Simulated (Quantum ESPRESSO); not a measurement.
The system is Sb.

```
CELL_PARAMETERS angstrom
2.15420 1.24373 3.75800
-2.15420 1.24373 3.75800
0.00000 -2.48746 3.75800
ATOMIC_POSITIONS crystal
Sb 0.76651 0.76651 0.76651
Sb 0.23349 0.23349 0.23349
```

Base run:

- Program: Quantum ESPRESSO 7.5
- Functional: PBE
- Potentials or basis: PseudoDojo 0.4 FR PBE standard
- Cutoff: 1088 eV
- Density cutoff: 4354 eV
- k mesh: 8 × 8 × 8
- Occupations: fermi-dirac, width 0.05 eV
- Spin: spin-orbit coupling, no magnetisation

Its results: band gap on the k mesh none (metal or under the smearing width); pressure 2.8 GPa; largest force 0.183 eV/Å.

After a change of settings the same cell gave: band gap on the k mesh none (metal or under the smearing width); pressure 0.5 GPa; largest force 0.098 eV/Å. Which change was it?
A. potentials or basis from PseudoDojo 0.4 FR PBE standard to SSSP 1.3 efficiency PBE; cutoff from 1088 eV to 748 eV; density cutoff from 4354 eV to 5987 eV; spin from spin-orbit coupling, no magnetisation to no spin polarisation
B. potentials or basis from PseudoDojo 0.4 FR PBE standard to PseudoDojo 0.4.1 SR PBE standard; spin from spin-orbit coupling, no magnetisation to no spin polarisation
C. k mesh from 8 × 8 × 8 to 6 × 6 × 6; dispersion from none to D3(BJ)

C.

Caveats: pairwise dispersion overbinds metals, which lowers pressure and volume (some runs).

Not every run made on this cell is shown here.
